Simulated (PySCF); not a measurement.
## Frontier orbitals and the lowest excitations

Propanal, C3H6O.
Z-matrix (Å and degrees, PBE0-D3(BJ)/def2-SVP geometry), rows numbered from 1:
```
C 
C   1  1.5150
C   2  1.5024  1  114.06
O   3  1.2017  2  124.72  1    -1.34
H   1  1.0992  2  111.19  3   179.52
H   1  1.0994  2  110.90  3    58.85
H   1  1.0997  2  110.90  3   -59.90
H   2  1.1060  1  112.22  3   121.83
H   2  1.1065  1  112.06  3  -121.26
H   3  1.1230  2  114.70  1   178.80
```

Computed with PySCF 2.14.0, density-fitted response routines, TDDFT CAM-B3LYP/def2-SVPD, vertical, gas phase, core orbitals frozen in the response.

Frontier orbitals with the atoms that hold most of them (Löwdin shares over 4%, at most four atoms; ? is withheld):

```
orbital  ε (eV)                            atoms
 HOMO-3  -12.45   C1 36%, C2 21%, H5 15%, O4 11%
 HOMO-2  -11.96    C1 35%, C2 19%, H5 10%, H6 8%
 HOMO-1  -11.37                                ?
   HOMO   -9.00   O4 59%, C3 16%, C2 11%, H10 9%
   LUMO       ?                                ?
 LUMO+1    1.26   C2 20%, C3 18%, C1 16%, H8 11%
 LUMO+2    1.96  C1 19%, H10 16%, O4 11%, H5 10%
```

Question: Give the leading atoms of the LUMO.

Answer: C3 (bonded to C, O and H) 41%; O4 (bonded to C) 35%; C2 (bonded to 2 C and 2 H) 10%; H10 (bonded to C) 7%. By element: carbon 50% or more, oxygen 35%, hydrogen 7% or more.

Question: Give the leading atoms of the HOMO-1.

Answer: C2 (bonded to 2 C and 2 H) 23%; C1 (bonded to C and 3 H) 21%; O4 (bonded to C) 14%; H9 (bonded to C) 9%. By element: carbon 44% or more, oxygen 14%, hydrogen 9% or more.

Question: What is the LUMO energy, and the HOMO–LUMO gap?

Answer: ε(LUMO) = 0.52 eV; the gap is 9.52 eV (0.3498 hartree).

Question: The HOMO–LUMO gap is 9.52 eV. Where does the response calculation put the lowest singlet, and from which orbitals?

Answer: S1 is at 4.39 eV (f = 0.0002), 5.13 eV below the gap, made of HOMO→LUMO (98%). 

Question: Give energy, strength and leading configuration of S1 and S2, and follow the Löwdin shares of the leading atoms from the occupied to the empty orbital.

Answer: 
- S1 (4.39 eV, f 0.0002), HOMO→LUMO (98%): O4 59% → 35%, C3 16% → 41%; low, almost dark, from the terminal oxygen into the C=O bond, the pattern of n→π*
- S2 (7.23 eV, f 0.020), HOMO→LUMO+1 (86%): O4 59% → at most 11%, C3 16% → 18%, C2 11% → 20%

Orbitals of the list HOMO-3 to LUMO+2 that lie within 0.01 eV of each other are written together with a slash and their weights summed (≥ marks a lower bound); for degenerate orbitals outside that list single weights are arbitrary.

Löwdin shares depend on the basis, the more so with diffuse functions.

Hardware: Arm Neoverse N1, one thread (shared host). Cost: 34 s of wall time (with the writing of density and orbital grids), 0.57 GiB resident at most.

One conformer stands for the species.
